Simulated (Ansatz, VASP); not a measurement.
Given: the input of a run of VASP 6.6.1 on Sb (Antimony). 

The input INCAR:

```
ALGO = Normal
EDIFF = 1E-7
ENCUT = 500
ISIF = 2
ISMEAR = 0
LASPH = T
LCHARG = T
LELF = T
LREAL = F
LVHAR = T
LWAVE = F
NELM = 80
PREC = Accurate
SIGMA = 0.05
```

Contents of KPOINTS:

```
k-points
0
Gamma
  8 8 8
```

POSCAR

```
Sb
1.0
    2.1542000000      1.2437279499      3.7580000000
   -2.1542000000      1.2437279499      3.7580000000
    0.0000000000     -2.4874558998      3.7580000000
Sb
2
Cartesian
    0.0000000000      0.0000000000      8.6416337400
    0.0000000000      0.0000000000      2.6323662600
```

Potentials or basis: VASP PAW LDA potentials, release 64 (Sb).

Command:

```bash
$ cat potpaw_LDA.64/Sb/POTCAR > POTCAR
$ mpirun -np 1 vasp_std > vasp.out
```

Task: What does the same run look like in Ansatz 0.2.0? Potentials or basis there: all-electron LAPW, scalar-relativistic.

Result: As run (cutoffs and basis follow the program's own potentials, and thresholds, step limits or extra output files can differ):

input.yaml

```yaml
crystal:
  lattice:
    - [2.1542, 1.2437279499, 3.758]
    - [-2.1542, 1.2437279499, 3.758]
    - [0.0, -2.4874558998, 3.758]
  atoms:
    - { symbol: Sb, position: [0.76651, 0.76651, 0.76651] }
    - { symbol: Sb, position: [0.23349, 0.23349, 0.23349] }
kpoints:
  mp_grid: { grid: [8, 8, 8] }
scf:
  occupations: { method: gaussian, width: 0.05 }
hamiltonian:
  xc: lda
  pseudopotentials: { kind: all_electron, lapw: { basis_error: 0.001 } }
output:
  forces: true
  stress: true
  eigenvalues: true
```

Potentials or basis: all-electron LAPW, scalar-relativistic.

The run is started by

```bash
$ ansatz run input.yaml --threads 1 --pin off --max-ram 3072MiB --backend cpu --events-out ev --progress --plain --runs-dir out
```

Both were run:

|  | VASP | Ansatz |
| --- | --- | --- |
| Pressure | -0.9 GPa | -1.2 GPa |

Where Ansatz's input types no cutoff or centring, it takes its own default and a Γ-centred mesh.

The two programs' LDA may be different fits to the electron gas.

Pressure is positive in compression.
